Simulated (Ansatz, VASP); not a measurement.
# One calculation of I, two programs

```xyz
1
Lattice="0.0000 2.3813 3.9357 2.2068 0.0000 3.9357 2.2068 2.3813 0.0000" Properties=species:S:1:pos:R:3 pbc="T T T"
I     0.0000    0.0000    0.0000
```

Change from the starting cell: volume scaled by 1.02.

Alike in both runs: task single point; functional PBE; k mesh 9 × 9 × 9; occupations fermi-dirac, width 0.05 eV; no spin polarisation.

|  | VASP | Ansatz |
| --- | --- | --- |
| version | VASP 6.6.1 | Ansatz 0.2.0 |
| potentials or method | VASP PAW PBE potentials, release 64 (I), cutoff 520 eV | all-electron LAPW, scalar-relativistic |

Ansatz gave:

* gap on the k mesh at the Fermi level (eV): none
* pressure (GPa): 0.0
* largest component of the traceless stress (GPa): 0.72

Q: What did VASP give for the same quantities?

A: gap on the k mesh at the Fermi level (eV): none; pressure (GPa): -0.1; largest component of the traceless stress (GPa): 0.76.

A gap of «none» marks a metal or a gap that the smearing closes. Ansatz ran all-electron here, so the differences hold the error of VASP's frozen core and of both bases.

Caveats: an odd number of electrons without spin polarisation forces a metal; a magnetic or distorted state may lie lower. Spin-orbit coupling is left out, which matters for the levels of I.
